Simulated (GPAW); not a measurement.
# NiO (Fm-3m) in GPAW: a series of runs

The runs below take NiO through single point, with PBE.

All numbers are computed with GPAW 26.7.0; they aren't measurements. Logs are shortened: lines on timing, memory, paths and dates and some standing lists are left out, and cuts for length are marked. The log counts tension as positive stress, the text compression.

## (1) The crystal as given

It takes space group Fm-3m (No. 225, cubic). Conventional cell: a = 4.172 Å, b = 4.172 Å, c = 4.172 Å, α = 90.00°, β = 90.00°, γ = 90.00°. Ni (site symmetry m-3m) is surrounded by 6 O at 2.09 Å. O (site symmetry m-3m) has 6 Ni at 2.09 Å as nearest neighbours.

## (2) Single point, PBE, collinear spin, ferromagnetic start

run.py reads:

```python
from ase.dft.bandgap import bandgap
from ase.io import read, write
from ase.units import Bohr, GPa
from gpaw import GPAW, PW
from gpaw.elf import elf_from_dft_calculation

atoms = read('NiO.xyz')
atoms.set_initial_magnetic_moments([1.0, 0.0])

calc = GPAW(mode=PW(800),
            xc='PBE',
            kpts={'size': (11, 11, 11), 'gamma': True},
            occupations={'name': 'methfessel-paxton', 'order': 0, 'width': 0.022},
            nbands=22,
            convergence={'density': 1e-05, 'energy': 1e-05},
            maxiter=150,
            txt='gpaw.txt')
atoms.calc = calc
energy = atoms.get_potential_energy()
forces = atoms.get_forces()
stress = atoms.get_stress()
calc.write('gs.gpw')
write('result.traj', atoms)
print(f'Energy: {energy:.6f} eV')
print('Forces (eV/A):')
print(forces.round(4))
print('Stress (GPa):', (stress / GPa).round(3))
print('Moments:', calc.get_magnetic_moments().round(3))
print('Fermi level:', round(calc.get_fermi_level(), 4), 'eV')
print(f'Gap: {bandgap(calc)[0]:.4f} eV, direct: {bandgap(calc, direct=True)[0]:.4f} eV')

# fields on the real-space grid
write('density.cube', atoms, data=calc.get_pseudo_density() * Bohr**3)
write('potential.cube', atoms, data=calc.get_electrostatic_potential())
write('spin.cube', atoms, data=(calc.get_pseudo_density(spin=0) - calc.get_pseudo_density(spin=1)) * Bohr**3)
write('elf.cube', atoms, data=elf_from_dft_calculation(calc).data)
```

NiO.xyz reads:

```xyz
2
Lattice="0.0000000000 2.0859016414 2.0859016414 2.0859016414 0.0000000000 2.0859016414 2.0859016414 2.0859016414 0.0000000000" Properties=species:S:1:pos:R:3 pbc="T T T"
Ni     0.0000000000      0.0000000000      0.0000000000
O      2.0859016414      2.0859016414      2.0859016414
```

Potentials or basis: GPAW PAW data sets (gpaw-data 1.2.1), pw.

Run with:

```
OMP_NUM_THREADS=1 python run.py
```

gpaw.txt:

```text
__  _  _
 | _ |_)|_||  |
 |__||  | ||/\| - 26.7.0

Input parameters:
  mode=PW(ecut=800.0),
  convergence={'density': 1e-05, 'energy': 1e-05},
  kpts=MonkhorstPack(size=(11, 11, 11), gamma=True),
  maxiter=150,
  nbands=22,
  occupations=Occupations(name='methfessel-paxton', order=0, width=0.022),
  xc=XC(name='PBE')

Diagonalizing LCAO Hamiltonian
Converting LCAO to pw mode

              O

       Ni

Atoms  # Å, Bohr magnetons
|   | symbol |        x |        y |        z |    initial magnetic moments |
|---|--------|----------|----------|----------|-----------------------------|
| 0 |     Ni | 0.000000 | 0.000000 | 0.000000 | ( 0.0000,  0.0000,  1.0000) |
| 1 |      O | 2.085902 | 2.085902 | 2.085902 | ( 0.0000,  0.0000,  0.0000) |

Unit cell  # Å
| periodic |        x |        y |        z |  lengths |    angles |
|----------|----------|----------|----------|----------|-----------|
|      yes | 0.000000 | 2.085902 | 2.085902 | 2.949910 | 60.000000 |
|      yes | 2.085902 | 0.000000 | 2.085902 | 2.949910 | 60.000000 |
|      yes | 2.085902 | 2.085902 | 0.000000 | 2.949910 | 60.000000 |

Number of symmetries: 48
Symmetry operations  # r_c * U_cc + t_c -> r_c
|    | kind |            matrix            |
|----|------|------------------------------|
|  0 |  σ   |  1, 0, 0,  1, 0,-1,  1,-1, 0 |
|  1 |  C2  |  1, 0, 0,  1,-1, 0,  1, 0,-1 |
|  2 |  E   |  1, 0, 0,  0, 1, 0,  0, 0, 1 |
|  3 |  σ   |  1, 0, 0,  0, 0, 1,  0, 1, 0 |
|  4 |  C4  |  1, 0,-1,  1, 0, 0,  1,-1, 0 |
|  5 |  S6  |  1, 0,-1,  1,-1, 0,  1, 0, 0 |
|  6 |  σ   |  1, 0,-1,  0, 1,-1,  0, 0,-1 |
|  7 |  C3  |  1, 0,-1,  0, 0,-1,  0, 1,-1 |
|  8 |  S6  |  1,-1, 0,  1, 0, 0,  1, 0,-1 |
|  9 |  C4  |  1,-1, 0,  1, 0,-1,  1, 0, 0 |
| 10 |  C3  |  1,-1, 0,  0,-1, 1,  0,-1, 0 |
| 11 |  σ   |  1,-1, 0,  0,-1, 0,  0,-1, 1 |
| 12 |  σ   |  0, 1, 0,  1, 0, 0,  0, 0, 1 |
| 13 |  C4  |  0, 1, 0,  0, 1,-1, -1, 1, 0 |
| 14 |  C3  |  0, 1, 0,  0, 0, 1,  1, 0, 0 |
| 15 |  S6  |  0, 1, 0, -1, 1, 0,  0, 1,-1 |
| 16 |  C2  |  0, 1,-1,  1, 0,-1,  0, 0,-1 |
| 17 |  σ   |  0, 1,-1,  0, 1, 0, -1, 1, 0 |
| 18 |  S4  |  0, 1,-1,  0, 0,-1,  1, 0,-1 |
| 19 |  C4  |  0, 1,-1, -1, 1, 0,  0, 1, 0 |
| 20 |  C3  |  0, 0, 1,  1, 0, 0,  0, 1, 0 |
| 21 |  σ   |  0, 0, 1,  0, 1, 0,  1, 0, 0 |
| 22 |  S6  |  0, 0, 1,  0,-1, 1, -1, 0, 1 |
| 23 |  C4  |  0, 0, 1, -1, 0, 1,  0,-1, 1 |
| 24 |  S4  |  0, 0,-1,  1, 0,-1,  0, 1,-1 |
| 25 |  C3  |  0, 0,-1,  0, 1,-1,  1, 0,-1 |
| 26 |  C2  |  0, 0,-1,  0,-1, 0, -1, 0, 0 |
| 27 |  S6  |  0, 0,-1, -1, 0, 0,  0,-1, 0 |
| 28 |  S4  |  0,-1, 1,  1,-1, 0,  0,-1, 0 |
| 29 |  C4  |  0,-1, 1,  0, 0, 1, -1, 0, 1 |
| 30 |  C2  |  0,-1, 1,  0,-1, 0,  1,-1, 0 |
| 31 |  σ   |  0,-1, 1, -1, 0, 1,  0, 0, 1 |
| 32 |  C3  |  0,-1, 0,  1,-1, 0,  0,-1, 1 |
| 33 |  S6  |  0,-1, 0,  0, 0,-1, -1, 0, 0 |
| 34 |  S4  |  0,-1, 0,  0,-1, 1,  1,-1, 0 |
| 35 |  C2  |  0,-1, 0, -1, 0, 0,  0, 0,-1 |
| 36 |  C2  | -1, 1, 0,  0, 1, 0,  0, 1,-1 |
| 37 |  S6  | -1, 1, 0,  0, 1,-1,  0, 1, 0 |
| 38 |  S4  | -1, 1, 0, -1, 0, 1, -1, 0, 0 |
| 39 |  C3  | -1, 1, 0, -1, 0, 0, -1, 0, 1 |
| 40 |  S6  | -1, 0, 1,  0, 0, 1,  0,-1, 1 |
| 41 |  C2  | -1, 0, 1,  0,-1, 1,  0, 0, 1 |
| 42 |  C3  | -1, 0, 1, -1, 1, 0, -1, 0, 0 |
| 43 |  S4  | -1, 0, 1, -1, 0, 0, -1, 1, 0 |
| 44 |  C2  | -1, 0, 0,  0, 0,-1,  0,-1, 0 |
| 45 |  i   | -1, 0, 0,  0,-1, 0,  0, 0,-1 |
| 46 |  σ   | -1, 0, 0, -1, 1, 0, -1, 0, 1 |
| 47 |  C2  | -1, 0, 0, -1, 0, 1, -1, 1, 0 |

BZ-sampling:
  Number of BZ points: 1331
  Number of IBZ points: 56

  Monkhorst-Pack size: [11, 11, 11]
  Monkhorst-Pack shift: [0, 0, 0]

K-points  # in reciprocal-cell coordinates
|     |                                coordinates |     weight |
|-----|--------------------------------------------|------------|
|   0 | (  0.00000000,   0.00000000,   0.00000000) | 0.00075131 |
|   1 | (  0.09090909,   0.09090909,   0.00000000) | 0.00450789 |
|   2 | (  0.09090909,   0.09090909,   0.09090909) | 0.00601052 |
|   3 | (  0.18181818,   0.09090909,   0.09090909) | 0.00901578 |
|   4 | (  0.18181818,   0.18181818,   0.00000000) | 0.00450789 |
|   5 | (  0.18181818,   0.18181818,   0.09090909) | 0.01803156 |
|   6 | (  0.18181818,   0.18181818,   0.18181818) | 0.00601052 |
|   7 | (  0.27272727,   0.18181818,   0.09090909) | 0.01803156 |
|   8 | (  0.27272727,   0.18181818,   0.18181818) | 0.01803156 |
|   9 | (  0.27272727,   0.27272727,   0.00000000) | 0.00450789 |
| ... |                                            |            |
|  55 | (  0.45454545,   0.45454545,   0.45454545) | 0.00601052 |

Plane wave coefficients: 950
Cutoff: 800.0 eV

Spin-components: 2 (collinear spins)
Bands:           22
Projectors:      11
Spin-degeneracy: 1
Datatype:        complex128

Parallelization:
  kpt:    1
  domain: 1
  band:   1

Density:
  Valence electrons: 22.0
  Components: 2
  Grid points: [20 20 20]
  Charge: 0.0  # |e|

Potential:
  Grid points: [20 20 20]

species:
  Ni:
    name:    Nickel
    Z:       28.0
    valence: 16
    core:    12
    charge:  0.0  # [|e|]
    compensation charges:
      type: gauss
      rc: 0.36  # [Å]
      lmax: 2
    cutoffs:
      filter: 2.14  # [Å]
      core: 1.98  # [Å]
    projectors
    | kind |    occ | energy [eV] | rcut [Å] |
    |------|--------|-------------|----------|
    |   4s |  2.000 |      -5.642 |    1.164 |
    |   3p |  6.000 |     -71.394 |    1.207 |
    |   4p |  0.000 |      -1.226 |    1.207 |
    |   3d |  8.000 |      -8.875 |    1.138 |
    |    s |        |      21.570 |    1.164 |
    |    d |        |      18.337 |    1.138 |

    Using partial waves for Ni as LCAO basis

  O:
    name:    Oxygen
    Z:       8.0
    valence: 6
    core:    2
    charge:  0.0  # [|e|]
    compensation charges:
      type: gauss
      rc: 0.21  # [Å]
      lmax: 2
    cutoffs:
      filter: 1.17  # [Å]
      core: 0.83  # [Å]
    projectors
    | kind |    occ | energy [eV] | rcut [Å] |
    |------|--------|-------------|----------|
    |   2s |  2.000 |     -23.961 |    0.688 |
    |   2p |  4.000 |      -9.029 |    0.598 |
    |    s |        |       3.251 |    0.688 |
    |    p |        |      18.182 |    0.598 |
    |    d |        |       0.000 |    0.619 |

    Using partial waves for O as LCAO basis

Reference energy: -43408.850748  # eV

eigensolver:
  PPCG
  Converge bands: occupied
  niter=2

density mixing:
  MSR1-Mixer
  Pratt-step length: 0.05
  Maximum mixing coefficient: 0.75
  Old densities: 10
  SVD Regularization: 0.005
  Good broyden scale: 1.0
  Trust region scale: 1.0
  Backstep threshold: 4.0
  History deletion threshold: 6.0
  Fourier metric: weight=20.0, sigma=0.015

occupation numbers:
  Methfessel-Paxton:
    width: 0.0220  # eV
    order: 0

poisson solver:
  ecut: 6400.0  # eV

xc functional:
  name: PBE with 2 nearest neighbor stencil

convergence criteria:
- Maximum integral of absolute [dens]ity change: 1e-05 electrons / valence electron
- Maximum [total energy] change in last 3 cyles: 1e-05 eV / valence electron
- Maximum integral of absolute [eigenst]ate change: 4e-08 eV^2 / valence electron
maximum number of iterations: 150

SCF iterations
|iter     | |      energy | eigst |  dens |  magmom |
|---------|-|-------------|-------|-------|---------|
|iter:   1| |  -13.595952 | +0.15 |       |  +1.0004|
|iter:   2| |  -13.488326 | -2.32 | -1.13 |  +0.9939|
|iter:   3| |  -13.262146 | -2.29 | -1.17 |  +0.8756|
|iter:   4| |  -13.293417 | -2.79 | -1.67 |  +0.8955|
|iter:   5| |  -13.256096 | -3.58 | -1.72 |  +0.8909|
|iter:   6| |  -13.278232 | -3.96 | -1.95 |  +0.9812|
|iter:   7| |  -13.298426 | -3.84 | -2.11 |  +1.1129|
|iter:   8| |  -13.314365 | -3.77 | -2.01 |  +1.3206|
|iter:   9| |  -13.325987 | -2.65 | -2.01 |  +1.7317|
|iter:  10| |  -13.329026 | -4.18 | -2.27 |  +1.7733|
|iter:  11| |  -13.329106 | -5.23 | -2.83 |  +1.8000|
|iter:  12| |  -13.329014c| -5.32 | -3.21 |  +1.7567|
|iter:  13| |  -13.329027c| -4.99 | -3.05 |  +1.8101|
|iter:  14| |  -13.329010c| -5.06 | -2.98 |  +1.7564|
|iter:  15| |  -13.329087c| -5.15 | -3.06 |  +1.8046|
|iter:  16| |  -13.329124c| -5.41 | -3.09 |  +1.7670|
|iter:  17| |  -13.329172c| -5.90 | -3.27 |  +1.7878|
|iter:  18| |  -13.329178c| -6.87 | -3.64 |  +1.7811|
|iter:  19| |  -13.329178c| -7.66c| -4.79 |  +1.7815|
|iter:  20| |  -13.329178c| -9.03c| -5.76c|  +1.7815|

Converged in 20 steps
Energy contributions relative to reference atoms: (reference = -43408.850748)

Energy contributions:
  Kinetic:          26.659770
  Coulomb:         -22.570142
  Zero:              0.268586
  External:          0.000000
  Xc:              -17.687293
  Entropy:          -0.000197
  Spinorbit:         0.000000
  ----------------------------
  Free energy:     -13.329276
  Extrapolated:    -13.329178

dipole moment: (-8.390621, -8.390621, -8.390621)  # |e|*Ang

Total magnetic moment: (0.000000, 0.000000, 1.781513)

Local magnetic moments
|        x |        y |        z |
|----------|----------|----------|
| 0.000000 | 0.000000 | 1.480293 |  # Ni   0
| 0.000000 | 0.000000 | 0.213567 |  # O    1

Fermi level: 8.163
Eigenvalues  # (at kpt = [0.000, 0.000, 0.000])
| band index |      eig [eV] | occ [0-1] |      eig [eV] | occ [0-1] |
|------------|---------------|-----------|---------------|-----------|
|          0 |       -56.653 |     1.000 |       -54.840 |     1.000 |
|        ... |               |           |               |           |
|          4 |         4.971 |     1.000 |         5.530 |     1.000 |
|          5 |         4.971 |     1.000 |         5.530 |     1.000 |
|          6 |         5.021 |     1.000 |         5.530 |     1.000 |
|          7 |         5.021 |     1.000 |         6.290 |     1.000 |
|          8 |         5.021 |     1.000 |         6.290 |     1.000 |
|          9 |         5.458 |     1.000 |         6.290 |     1.000 |
[... 8 lines left out ...]
|         18 |        30.080 |     0.000 |        30.576 |     0.000 |
|         19 |        30.080 |     0.000 |        30.576 |     0.000 |
|        ... |               |           |               |           |
|         21 |        33.706 |     0.000 |        34.403 |     0.000 |

No gap
No difference between direct/indirect transitions

Forces  # eV/Ang
|        x |        y |        z |
|----------|----------|----------|
| -0.00000 |  0.00000 | -0.00000 |  # Ni   0
|  0.00000 | -0.00000 | -0.00000 |  # O    1

Stress tensor  # eV/Ang^3
|         x |         y |         z |
|-----------|-----------|-----------|
| -0.063853 | -0.000000 | -0.000000 |
| -0.000000 | -0.063853 | -0.000000 |
| -0.000000 | -0.000000 | -0.063853 |

# Writing to gs.gpw (mode='')
```

Wall time 74 s (1 thread of Arm Neoverse V1, shared host); peak memory 0.19 GiB.

What came out:

```yaml
Free_energy: -13.3293 eV
Pressure: 10.2 GPa
Band_gap_on_the_k_mesh: none (metal or under the smearing width)
Net_moment: 1.78 μB per cell
Site_moments: Ni +1.48; O +0.21 μB
```

Caveat: the stock nickel data set gives pressures a few GPa off other programs; a cell with one magnetic atom can't hold antiferromagnetic order, which such compounds often take; semilocal functionals often make such compounds metallic where correlation or magnetic order opens a gap, which also shifts bond lengths.

[end of part 1 of 2]
